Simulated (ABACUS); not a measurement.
## Sb under changes of volume

One of the cells (30.206 Å³/atom); the others are scaled copies at fixed shape and fractional positions:

```
Sb
1.0
     2.15420    1.24373    3.75800
    -2.15420    1.24373    3.75800
     0.00000   -2.48746    3.75800
Sb
2
Cartesian
  0.0000 0.0000 8.6416
  0.0000 0.0000 2.6324
```

- Program: ABACUS 3.10.1
- Functional: PBEsol
- Potentials or basis: PseudoDojo NC SR 0.4.1 PBEsol standard
- Cutoff: 1102 eV
- Density cutoff: 4408 eV
- Basis: plane waves
- k mesh: 6 × 6 × 6
- Occupations: fermi-dirac, width 0.05 eV
- Spin: no spin polarisation

| volume (Å³/atom) | energy over the lowest point (meV/atom) | pressure (GPa) | largest force (eV/Å) |
| --- | --- | --- | --- |
| 28.393 | 23.10 | 4.1 | 0.397 |
| 28.998 | 10.32 | 2.6 | 0.270 |
| 29.602 | 2.79 | 1.3 | 0.150 |
| 30.206 | 0.00 | 0.1 | 0.039 |
| 30.810 | ? | ? | ? |
| 31.414 | 7.06 | -2.0 | 0.152 |
| 32.018 | 16.16 | -2.9 | 0.233 |

**Question.** What does the run at 30.810 Å³/atom give?

**Answer.** Energy over the lowest point 1.54 meV/atom; pressure -1.0 GPa; largest force 0.061 eV/Å.

Worked out: A Birch-Murnaghan fit of order 3 (a polynomial in V^(-2/3)) to the other rows has its minimum at 30.28 Å³/atom with B0 = V·E''(V) = 57 GPa and B' = 3.6 at fixed shape and positions, which overstates the stiffness. It gives 1.56 meV/atom at 30.810 Å³/atom, against the run's 1.54, and -dE/dV = -1.0 GPa, against -1.0.

Energies are extrapolated to zero smearing.
